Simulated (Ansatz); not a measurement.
# Al5Ru3: the cost of one run

Program: Ansatz 0.2.0. Level of theory: DFT r2SCAN, scalar-relativistic, plane waves, PAW. These are calculated values, not measurements.

1 further run of the same task is left out (set aside as unsound or not needed). Runs told in other sessions of the task aren't counted.

## (1) The starting structure

The structure is orthorhombic, space group Pmmm (No. 47). The conventional cell has a = 3.902 Å, b = 4.023 Å, c = 8.071 Å, α = 90.00°, β = 90.00°, γ = 90.00°. Ti (site symmetry mm2) has 10 Al at 2.72 to 2.94 Å and 2 Ti at 2.89 Å in its first shell of neighbours. Around Ti (site symmetry mmm) lie 8 Al at 2.80 to 2.81 Å and 4 Ti at 2.89 Å. Al (site symmetry mmm) has 4 Al at 2.76 Å and 8 Ti at 2.80 to 2.94 Å in its first shell of neighbours. Around Al (site symmetry mmm) lie 4 Ti at 2.77 Å and 8 Al at 2.80 to 2.85 Å. Around Al (site symmetry mmm) lie 4 Ti at 2.72 Å and 8 Al at 2.80 to 2.89 Å. Al (site symmetry mm2) is surrounded by 6 Al at 2.76 to 2.89 Å and 6 Ti at 2.81 Å.

As a file:

```cif
data_structure
_symmetry_space_group_name_H-M 'P 1'
_symmetry_Int_Tables_number 1
_cell_length_a 3.9016
_cell_length_b 4.0227
_cell_length_c 8.0706
_cell_angle_alpha 90.000
_cell_angle_beta 90.000
_cell_angle_gamma 90.000
_cell_volume 126.67
loop_
_atom_site_label
_atom_site_type_symbol
_atom_site_fract_x
_atom_site_fract_y
_atom_site_fract_z
_atom_site_occupancy
Ti1 Ti 0.00000 0.50000 0.26487 1
Ti2 Ti 0.00000 0.50000 0.73513 1
Ti3 Ti 0.50000 0.50000 0.00000 1
Al1 Al 0.00000 0.00000 0.00000 1
Al2 Al 0.00000 0.00000 0.50000 1
Al3 Al 0.50000 0.50000 0.50000 1
Al4 Al 0.50000 0.00000 0.24233 1
Al5 Al 0.50000 0.00000 0.75767 1
```

It goes back to an entry of the Materials Project, which need not be the stable form.

It is the result of an earlier relaxation at this level (volume 15.83 Å³/atom; gap on the mesh: none (metal)).

## (2) Swap Ti → Ru

The start of Al5Ru3: fractional positions of relaxed Ti3Al5, cell scaled by 0.974, a guess from tabulated radii.

## (3) A first look at the start (Al5Ru3)

File input.yaml:

```yaml
crystal:
  lattice:
    - [3.799271875, 0.0, 0.0]
    - [0.0, 3.9171888443, 0.0]
    - [0.0, 0.0, 7.8588436143]
  atoms:
    - { symbol: Ru, position: [0.0, 0.5, 0.2648736044] }
    - { symbol: Ru, position: [0.0, 0.5, 0.7351263956] }
    - { symbol: Ru, position: [0.5, 0.5, 0.0] }
    - { symbol: Al, position: [0.0, 0.0, 0.0] }
    - { symbol: Al, position: [0.0, 0.0, 0.5] }
    - { symbol: Al, position: [0.5, 0.5, 0.5] }
    - { symbol: Al, position: [0.5, 0.0, 0.2423326368] }
    - { symbol: Al, position: [0.5, 0.0, 0.7576673632] }
basis:
  ecutwfc: 500
kpoints:
  mp_grid: { grid: [6, 6, 2] }
hamiltonian:
  xc: r2scan
scf:
  occupations: { method: gaussian, width: 0.1 }
output:
  forces: true
  stress: true
  eigenvalues: true
```

Launch:

```console
> ansatz run input.yaml --threads 2 --pin off --max-ram 5120MiB --backend cpu --events-out ev --progress --plain --runs-dir out
```

**Question.** How long does this run take on 2 threads of Oxide Virtual Turin-like (Zen 5), shared host, and how much memory does it need?

About 10 s, with a peak of 0.72 GiB.
